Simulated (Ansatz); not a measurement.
**BeTe: band gap under strain**

How does strain move the band edges of BeTe built on the zincblende prototype, and do the functionals agree on it? States: -2.0 % equal strain in all directions; -1.0 % equal strain in all directions; +1.0 % equal strain in all directions.

Program: Ansatz 0.2.0. PAW datasets, plane waves. Calculated at 0 K for a non-magnetic cell.

## 1. The structure to begin with

The unstrained cell was relaxed with r2SCAN; in each strained cell the atoms were relaxed again with r2SCAN. Names of k-points are those of the unstrained zone, where strain can split equivalent points. First state: -2.0 % equal strain in all directions.

It is cubic, F-43m (No. 216); a = 5.544 Å in the conventional setting, 21.30 Å³ an atom. Near Be stand 4 Te at 2.40 Å; near Te stand 4 Be at 2.40 Å.

Coordinates:

```cif
data_structure
_symmetry_space_group_name_H-M 'F-43m'
_symmetry_Int_Tables_number 216
_cell_length_a 5.5441
_cell_length_b 5.5441
_cell_length_c 5.5441
_cell_angle_alpha 90.000
_cell_angle_beta 90.000
_cell_angle_gamma 90.000
_cell_volume 170.41
loop_
_atom_site_label
_atom_site_type_symbol
_atom_site_symmetry_multiplicity
_atom_site_Wyckoff_symbol
_atom_site_fract_x
_atom_site_fract_y
_atom_site_fract_z
_atom_site_occupancy
Be1 Be 4 a 0.00000 0.00000 0.00000 1
Te1 Te 4 d 0.25000 0.25000 0.75000 1
```

From earlier runs on the unstrained cell: PBE 2.02 eV, r2SCAN 2.37 eV, HSE06 2.69 eV, r2SCAN+SOC 2.09 eV, G0W0 2.83 eV (on its mesh); a = 5.657 Å.

## 2. -2.0 % equal strain in all directions: PBE

Input file input.yaml:

```yaml
crystal:
  lattice:
    - [0.0, 2.7720511529, 2.7720511529]
    - [2.7720511529, 0.0, 2.7720511529]
    - [2.7720511529, 2.7720511529, 0.0]
  atoms:
    - { symbol: Be, position: [0.0, 0.0, 0.0] }
    - { symbol: Te, position: [0.25, 0.25, 0.25] }
kpoints:
  mp_grid: { grid: [8, 8, 8] }
  band_path:
    path:
      - [0.0, 0.0, 0.0]
      - [-0.5, -0.5, 0.0]
      - [-0.375, -0.375, 0.25]
      - [-0.375, 0.0, 0.375]
      - [0.0, 0.0, 0.5]
      - [-0.5, -0.25, 0.25]
      - [0.0, 0.5, 0.5]
    npoints: 1
hamiltonian:
  xc: pbe
scf:
  occupations: { method: fermi_dirac, width: 0.02 }
  n_extra_bands: 4
output:
  forces: true
  stress: true
  eigenvalues: true
  write_density: true
  write_potential: true
  elf: true
  volumetric_format: npy
```

Command:

```
$ ansatz run input.yaml --threads 2 --pin off --max-ram 29491MiB --backend cpu --events-out ev --progress --plain --runs-dir out
```

The runs that follow: -2.0 % equal strain in all directions: r2SCAN; -2.0 % equal strain in all directions: HSE06; -2.0 % equal strain in all directions: r2SCAN+SOC; -2.0 % equal strain in all directions: r2SCAN; -2.0 % equal strain in all directions: G0W0@PBE; -1.0 % equal strain in all directions: PBE; -1.0 % equal strain in all directions: r2SCAN; -1.0 % equal strain in all directions: HSE06; -1.0 % equal strain in all directions: r2SCAN+SOC; -1.0 % equal strain in all directions: r2SCAN; -1.0 % equal strain in all directions: G0W0@PBE; +1.0 % equal strain in all directions: PBE; +1.0 % equal strain in all directions: r2SCAN; +1.0 % equal strain in all directions: HSE06; +1.0 % equal strain in all directions: r2SCAN+SOC; +1.0 % equal strain in all directions: r2SCAN; +1.0 % equal strain in all directions: G0W0@PBE.

Q: Predict the outcome of this session.

**Answer**, as computed:

Least gap in eV (negative: overlap), with the change from the unstrained cell in brackets. G0W0 is on its own coarse mesh.

| state | volume change (%) | PBE | r2SCAN | HSE06 | G0W0 |
| --- | --- | --- | --- | --- | --- |
| -2.0 % equal strain in all directions | -5.9 | 1.87 (-0.15) | 2.22 (-0.15) | 2.54 (-0.15) | 2.67 (-0.16) |
| -1.0 % equal strain in all directions | -3.0 | 1.95 (-0.07) | 2.30 (-0.07) | 2.62 (-0.07) | 2.75 (-0.08) |
| +1.0 % equal strain in all directions | +3.0 | 2.09 (+0.07) | 2.44 (+0.07) | 2.77 (+0.08) | 2.91 (+0.08) |

What this shows: The largest move of the HSE06 gap in the table is -0.159 eV, under -2.0 % equal strain in all directions. PBE and HSE06 differ by 0.67 eV on the unstrained gap, and by at most 0.01 eV on its change: PBE follows the response to strain far better than the gap itself. Spin-orbit coupling is left out of the table, though the cell holds Te (Z = 52); in an element this heavy it can shift bands and gaps by tenths of an eV. G0W0 values are finite-basis, finite-mesh values.
